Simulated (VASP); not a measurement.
# WC in VASP: single point with PBEsol

Aim: the single point of WC with PBEsol.

Program: VASP 6.6.1. These are calculated values, not measurements. Logs are shortened: lines on timing, memory, paths and dates and some standing lists are left out, and cuts for length are marked.

## 1. The slab as given

The cell holds a slab with vacuum, 12 atoms: a = 2.831 Å, b = 2.901 Å, c = 28.399 Å, α = 90.00°, β = 90.00°, γ = 90.00°.

## 2. Single point, PBEsol

Contents of INCAR:

```
  PREC = Accurate
  ENCUT = 520
  EDIFF = 1E-6
  ISMEAR = 1
  SIGMA = 0.1
  LREAL = False
  LASPH = True
  NELM = 80
  ALGO = Fast
  ISIF = 2
  LWAVE = False
  LCHARG = False
  LDIPOL = True
  IDIPOL = 3
  DIPOL = 0.5 0.5 0.500
  GGA = PS
  LVHAR = True
  LVACPOTAV = True
  ICORELEVEL = 1
  LUSENCCL = False
```

Contents of KPOINTS:

```
Automatic mesh
0
Gamma
  14 13 1
```

Contents of POSCAR:

```
WC
1.0
    2.8306120000      0.0000000000      0.0000000000
    0.0000000000      2.9010186200      0.0000000000
    0.0000000000      0.0000000000     28.3992329200
C W
6 6
Direct
    0.5000000000      0.9999995300      0.2640916400
    0.5000000000      0.4999995700      0.3525572800
    0.5000000000      0.9999996100      0.4410229200
    0.5000000000      0.4999996500      0.5294885600
    0.5000000000      0.9999996900      0.6179542000
    0.5000000000      0.4999997300      0.7064198400
    0.0000000000      0.5000000400      0.2935801600
    0.0000000000      0.0000000800      0.3820458000
    0.0000000000      0.5000001200      0.4705114400
    0.0000000000      0.0000001600      0.5589770800
    0.0000000000      0.5000002100      0.6474427200
    0.0000000000      0.0000002500      0.7359083600
```

Potentials or basis: VASP PAW PBE potentials, release 64 (C, W_sv).

Launch:

```
$ cat potpaw_PBE.64/C/POTCAR potpaw_PBE.64/W_sv/POTCAR > POTCAR
$ mpirun -np 1 vasp_std > vasp.out
```

OUTCAR:

```text
PREC = Accurate
   ENCUT = 520
   EDIFF = 1E-6
   ISMEAR = 1
   LREAL = False
   LASPH = True
   NELM = 80
   ISIF = 2
   GGA = PS

 ion  position               nearest neighbor table
   1  0.500  1.000  0.264-   7 2.19   7 2.19   7 2.19   7 2.19
   2  0.500  0.500  0.353-   8 2.19   8 2.19   8 2.19   8 2.19   7 2.19   7 2.19
   3  0.500  1.000  0.441-   9 2.19   9 2.19   9 2.19   9 2.19   8 2.19   8 2.19
   4  0.500  0.500  0.529-  10 2.19  10 2.19  10 2.19  10 2.19   9 2.19   9 2.19
   5  0.500  1.000  0.618-  11 2.19  11 2.19  11 2.19  11 2.19  10 2.19  10 2.19
   6  0.500  0.500  0.706-  12 2.19  12 2.19  12 2.19  12 2.19  11 2.19  11 2.19
   7  0.000  0.500  0.294-   1 2.19   1 2.19   1 2.19   1 2.19   2 2.19   2 2.19   8 2.90   8 2.90

   8  0.000  0.000  0.382-   2 2.19   2 2.19   2 2.19   2 2.19   3 2.19   3 2.19   9 2.90   7 2.90
                             7 2.90   9 2.90
   9  0.000  0.500  0.471-   3 2.19   3 2.19   3 2.19   3 2.19   4 2.19   4 2.19  10 2.90   8 2.90
                            10 2.90   8 2.90
  10  0.000  0.000  0.559-   4 2.19   4 2.19   4 2.19   4 2.19   5 2.19   5 2.19  11 2.90   9 2.90
                             9 2.90  11 2.90
  11  0.000  0.500  0.647-   5 2.19   5 2.19   5 2.19   5 2.19   6 2.19   6 2.19  10 2.90  12 2.90
                            12 2.90  10 2.90
  12  0.000  0.000  0.736-   6 2.19   6 2.19   6 2.19   6 2.19  11 2.90  11 2.90

  LATTYP: Found a simple orthorhombic cell.
 ALAT       =     2.8306120000
 B/A-ratio  =     1.0248732854
 C/A-ratio  =    10.0328949782

  Lattice vectors:

 A1 = (   2.8306120000,   0.0000000000,   0.0000000000)
 A2 = (   0.0000000000,   2.9010186200,   0.0000000000)
 A3 = (   0.0000000000,   0.0000000000,  28.3992329200)

Analysis of symmetry for initial positions (statically):
=====================================================================
 Subroutine PRICEL returns:
 Original cell was already a primitive cell.

 Routine SETGRP: Setting up the symmetry group for a
 simple orthorhombic supercell.

 Subroutine GETGRP returns: Found  4 space group operations
 (whereof  4 operations were pure point group operations)
 out of a pool of  8 trial point group operations.

The static configuration has the point symmetry C_2v.

Analysis of symmetry for dynamics (positions and initial velocities):
=====================================================================
 Subroutine PRICEL returns:
 Original cell was already a primitive cell.

 Routine SETGRP: Setting up the symmetry group for a
 simple orthorhombic supercell.

 Subroutine GETGRP returns: Found  4 space group operations
 (whereof  4 operations were pure point group operations)
 out of a pool of  8 trial point group operations.

The dynamic configuration has the point symmetry C_2v.

 Subroutine INISYM returns: Found  4 space group operations
 (whereof  4 operations are pure point group operations),
 and found     1 'primitive' translations

----------------------------------------------------------------------------------------

                                     Primitive cell

  volume of cell :     233.2048

  direct lattice vectors                    reciprocal lattice vectors
     2.830612000  0.000000000  0.000000000     0.353280492  0.000000000  0.000000000
     0.000000000  2.901018620  0.000000000     0.000000000  0.344706509  0.000000000
     0.000000000  0.000000000 28.399232920     0.000000000  0.000000000  0.035212219

  length of vectors
     2.830612000  2.901018620 28.399232920     0.353280492  0.344706509  0.035212219

  position of ions in fractional coordinates (direct lattice)
     0.500000000  0.999999530  0.264091640
     0.500000000  0.499999570  0.352557280
     0.500000000  0.999999610  0.441022920
     0.500000000  0.499999650  0.529488560
     0.500000000  0.999999690  0.617954200
     0.500000000  0.499999730  0.706419840
     0.000000000  0.500000040  0.293580160
     0.000000000  0.000000080  0.382045800
     0.000000000  0.500000120  0.470511440
     0.000000000  0.000000160  0.558977080
     0.000000000  0.500000210  0.647442720
     0.000000000  0.000000250  0.735908360

  ion indices of the primitive-cell ions
   primitive index   ion index
                 1           1
                 2           2
                 3           3
                 4           4
                 5           5
                 6           6
                 7           7
                 8           8
                 9           9
                10          10
                11          11
                12          12

----------------------------------------------------------------------------------------

 KPOINTS: Automatic mesh

Automatic generation of k-mesh.
 Grid dimensions read from file:
 generate k-points for:   14   13    1

 Generating k-lattice:

  Cartesian coordinates                     Fractional coordinates (reciprocal lattice)
     0.025234321  0.000000000  0.000000000     0.071428571  0.000000000  0.000000000
     0.000000000  0.026515885  0.000000000     0.000000000  0.076923077  0.000000000
     0.000000000  0.000000000  0.035212219     0.000000000  0.000000000  1.000000000

  Length of vectors
     0.025234321  0.026515885  0.035212219

  Shift w.r.t. Gamma in fractional coordinates (k-lattice)
     0.000000000  0.000000000  0.000000000

 Subroutine IBZKPT returns following result:
 ===========================================

 Found     56 irreducible k-points:

 Following reciprocal coordinates:
            Coordinates               Weight
  0.000000  0.000000  0.000000      1.000000
  0.071429  0.000000  0.000000      2.000000
  0.142857  0.000000  0.000000      2.000000
  0.214286  0.000000  0.000000      2.000000
  0.285714  0.000000  0.000000      2.000000
  0.357143  0.000000  0.000000      2.000000
[... 16 lines left out ...]
  0.428571  0.153846  0.000000      4.000000
  0.500000  0.153846  0.000000      2.000000
 [... further k-points ...]
   k-points           NKPTS =     56   k-points in BZ     NKDIM =     56   number of bands    NBANDS=     64
   number of dos      NEDOS =    301   number of ions     NIONS =     12
   total plane-waves  NPLWV = 124416
   dimension x,y,z NGX =    24 NGY =   24 NGZ =  216
   dimension x,y,z NGXF=    48 NGYF=   48 NGZF=  432
   ions per type =               6   6
   NGX,Y,Z   is equivalent  to a cutoff of  14.10, 13.75, 12.64 a.u.
   NGXF,Y,Z  is equivalent  to a cutoff of  28.19, 27.51, 25.29 a.u.
 SYSTEM =  unknown system
   PREC   = accura    normal or accurate (medium, high low for compatibility)
   ISTART =      0    job   : 0-new  1-cont  2-samecut
   ICHARG =      2    charge: 1-file 2-atom 10-const
   ISPIN  =      1    spin polarized calculation?
   LNONCOLLINEAR =      F non collinear calculations
   LSORBIT =      F    spin-orbit coupling
   LASPH  =      T    aspherical Exc in radial PAW
   ENCUT  =  520.0 eV  38.22 Ry    6.18 a.u.   5.26  5.39 52.80*2*pi/ulx,y,z
   NELM   =     80;   NELMIN=  2; NELMDL= -5     # of ELM steps
   EDIFF  = 0.1E-05   stopping-criterion for ELM
   LREAL  =      F    real-space projection
   EDIFFG = 0.1E-04   stopping-criterion for IOM
   NSW    =      0    number of steps for IOM
   IBRION =     -1    ionic relax: 0-MD 1-quasi-New 2-CG
   NFREE  =      0    steps in history (QN), initial steepest desc. (CG)
   ISIF   =      2    stress and relaxation
   ISYM   =      2    0-nonsym 1-usesym 2-fastsym
   POTIM  = 0.5000    time-step for ionic-motion
   TEBEG  =    0.0;   TEEND  =   0.0 temperature during run
   PSTRESS=    0.0 pullay stress
   NELECT =     108.0000    total number of electrons
   NUPDOWN=      -1.0000    fix difference up-down
   EMIN   =  10.00;   EMAX   =-10.00  energy-range for DOS
   EFERMI =   0.00;   METHOD = LEGACY
   ISMEAR =     1;   SIGMA  =   0.10  broadening in eV -4-tet -1-fermi 0-gaus
   EFERMI_NEDOS =   21; number of points for ismear=-14 and -15
   IALGO  =     68    algorithm
   IMIX   =      4    mixing-type and parameters
     AMIX     =   0.40;   BMIX     =  1.00
     AMIX_MAG =   1.60;   BMIX_MAG =  1.00
  volume/ion in A,a.u.               =      19.43       131.15
  Fermi-wavevector in a.u.,A,eV,Ry     =   1.266593  2.393513 21.827237  1.604257
  Thomas-Fermi vector in A             =   2.399785
   LORBIT       =      0    0 simple, 1 ext, 2 COOP (PROOUT), +10 PAW based schemes
   GGA     = PS    functional components
   LHFCALC =     F    Hartree Fock is set to
   AEXX    =    0.0000 exact exchange contribution
   IVDW    =     0    specifies the selected vdW correction
   LEPSILON=     F    determine dielectric tensor
   LRPA    =     F    only Hartree local field effects (RPA)
 non-spin polarized calculation
 RMM-DIIS sequential band-by-band and
 Methfessel and Paxton  Order N= 1 SIGMA  =   0.10
  energy-cutoff  :      520.00
  volume of cell :      233.20
 maximum number of plane-waves:      6341
 NGX is ok and might be reduce to    24
   NGX = 11   NGY = 11   NGZ =105

 dipolmoment           0.000000      0.000000      0.048071 electrons x Angstroem

 number of electron     107.9999998 magnetization

 dipolmoment           0.000000      0.000000     -0.028800 electrons x Angstroem

 Free energy of the ion-electron system (eV)
  ---------------------------------------------------
  ext. energy  EPLUGINS =         0.00000000
  ---------------------------------------------------
  free energy    TOTEN  =      -138.95716393 eV

  energy without entropy =     -138.95663982  energy(sigma->0) =     -138.95698923

 the core state eigenenergies are
   1-  1s   -262.3492
   2-  1s   -262.1968
   3-  1s   -262.1389
   4-  1s   -262.1538
   5-  1s   -262.2625
   6-  1s   -262.6567
   7-  1s -69459.6187  2s -11980.1940  2p -10473.7981  3s  -2752.7888  3p  -2306.9018
       3d  -1794.8654  4s   -561.2350  4p   -415.0211  4d   -229.9018  4f    -24.8012

   8-  1s -69459.3546  2s -11979.9429  2p -10473.5454  3s  -2752.5592  3p  -2306.6723
       3d  -1794.6332  4s   -561.0377  4p   -414.8272  4d   -229.7119  4f    -24.6249

   9-  1s -69459.3955  2s -11979.9862  2p -10473.5886  3s  -2752.6018  3p  -2306.7149
       3d  -1794.6760  4s   -561.0793  4p   -414.8687  4d   -229.7534  4f    -24.6660

  10-  1s -69459.4364  2s -11980.0276  2p -10473.6299  3s  -2752.6434  3p  -2306.7564
       3d  -1794.7176  4s   -561.1211  4p   -414.9106  4d   -229.7953  4f    -24.7080

  11-  1s -69459.6140  2s -11980.2022  2p -10473.8048  3s  -2752.8157  3p  -2306.9288
       3d  -1794.8901  4s   -561.2900  4p   -415.0790  4d   -229.9632  4f    -24.8745

  12-  1s -69459.8385  2s -11980.3651  2p -10473.9725  3s  -2752.9550  3p  -2307.0683
       3d  -1795.0296  4s   -561.3947  4p   -415.1797  4d   -230.0578  4f    -24.9527

 E-fermi :   3.2543     XC(G=0):  -8.1576

 val. band max:        3.2451703719   @ k =   0.3571   0.3077   0.0000
 cond. band min:       3.2590905675   @ k =   0.4286   0.4615   0.0000
 fundamental gap:      0.0139201956
 Fermi energy:         3.2543058410

 k-point     1 :       0.0000    0.0000    0.0000
  band No.  band energies     occupation
      1     -70.7963      2.00000
      2     -70.7664      2.00000
      3     -70.6502      2.00000
      4     -70.6226      2.00000
      5     -70.5764      2.00000
      6     -70.5308      2.00000
[... 56 lines left out ...]
     63       7.1457      0.00000
     64       8.1549      0.00000

 k-point     2 :       0.0714    0.0000    0.0000
  band No.  band energies     occupation
      1     -70.7943      2.00000
      2     -70.7644      2.00000
      3     -70.6482      2.00000
      4     -70.6205      2.00000
      5     -70.5744      2.00000
      6     -70.5287      2.00000
[... 1463 lines left out ...]
     63       7.6142      0.00000
     64       8.2533      0.00000

 k-point    24 :       0.5000    0.1538    0.0000
  band No.  band energies     occupation
      1     -70.7469      2.00000
      2     -70.7208      2.00000
      3     -70.6022      2.00000
      4     -70.5737      2.00000
      5     -70.5285      2.00000
      6     -70.4844      2.00000
[... 56 lines left out ...]
     63       7.9347      0.00000
     64       8.1586      0.00000

 [... further k-points ...]
[... 5 lines left out ...]
  --------------------------------------------------------------------------------------
  -------------------------------------------------------------------------------------
  Total       -6.0629613     -6.0814680     -3.2412433      0.0000000      0.0000000      0.0000000
  in kB      -41.6541148    -41.7812609    -22.2681813      0.0000000      0.0000000      0.0000000
  external PRESSURE =     -35.2345190 kB  Pullay stress =       0.0000000 kB

 VOLUME and BASIS-vectors are now :
 -----------------------------------------------------------------------------
  energy-cutoff  :      520.00
  volume of cell :      233.20
      direct lattice vectors                 reciprocal lattice vectors
     2.830612000  0.000000000  0.000000000     0.353280492  0.000000000  0.000000000
     0.000000000  2.901018620  0.000000000     0.000000000  0.344706509  0.000000000
     0.000000000  0.000000000 28.399232920     0.000000000  0.000000000  0.035212219

 POSITION                                       TOTAL-FORCE (eV/Angst)
 -----------------------------------------------------------------------------------
      1.41531      2.90102      7.50000         0.000000      0.000000      2.627033
      1.41531      1.45051     10.01236         0.000000      0.000000     -0.056898
      1.41531      2.90102     12.52471         0.000000      0.000000      0.047388
      1.41531      1.45051     15.03707         0.000000      0.000000      0.031416
      1.41531      2.90102     17.54943         0.000000      0.000000     -0.001270
      1.41531      1.45051     20.06178         0.000000      0.000000      0.468318
      0.00000      1.45051      8.33745         0.000000      0.000000     -2.647862
      0.00000      0.00000     10.84981         0.000000      0.000000     -0.032181
      0.00000      1.45051     13.36216         0.000000      0.000000      0.048654
      0.00000      0.00000     15.87452         0.000000      0.000000     -0.022125
      0.00000      1.45051     18.38688         0.000000      0.000000      0.371099
      0.00000      0.00000     20.89923         0.000000      0.000000     -0.833570
 -----------------------------------------------------------------------------------
    total drift:                               -0.000000     -0.001104     -0.000013

  FREE ENERGIE OF THE ION-ELECTRON SYSTEM (eV)
  ---------------------------------------------------
  free  energy   TOTEN  =      -138.9571639331 eV

  energy  without entropy=     -138.9566398189  energy(sigma->0) =     -138.95698923

 vacuum level on the upper side and lower side of the slab         8.635         9.271
```

Run time: 50 min. Hardware: 1 × NVIDIA H100 80GB with 1 thread of AMD EPYC 7R13 (Zen 3), shared host; peak memory 1.8 GiB.

Results:

```
Free energy                     : -138.9572 eV
Largest force                   : 2.648 eV/Å
Band gap on the k mesh          : none (metal or under the smearing width)
Work function of the upper face : 5.38 eV
Work function of the lower face : 6.02 eV
```

Forces on the atoms (eV/Å):
```
C    0.000  0.000  2.627
C    0.000  0.000 -0.057
C    0.000  0.000  0.047
C    0.000  0.000  0.031
C    0.000  0.000 -0.001
C    0.000  0.000  0.468
W    0.000  0.000 -2.648
W    0.000  0.000 -0.032
W    0.000  0.000  0.049
W    0.000  0.000 -0.022
W    0.000  0.000  0.371
W    0.000  0.000 -0.834
```

Levels at points of the mesh, in eV from the Fermi level:
```
           k point  band 52  band 53  band 54  band 55  band 56  band 57
(0.00, 0.00, 0.00)    -0.77    -0.59    -0.18     0.62     2.37     2.54
(0.50, 0.00, 0.00)    -0.85    -0.42    -0.40     0.15     0.55     0.76
```

Core levels (eV, on the scale of the bands):
```tsv
atom	levels
1 C	1s -262.3
2 C	1s -262.2
3 C	1s -262.1
4 C	1s -262.2
5 C	1s -262.3
6 C	1s -262.7
```

Caveat: the PAW data sets were made with another functional, which shifts forces and pressure a little. Spin-orbit coupling is left out, which matters for the levels of W.
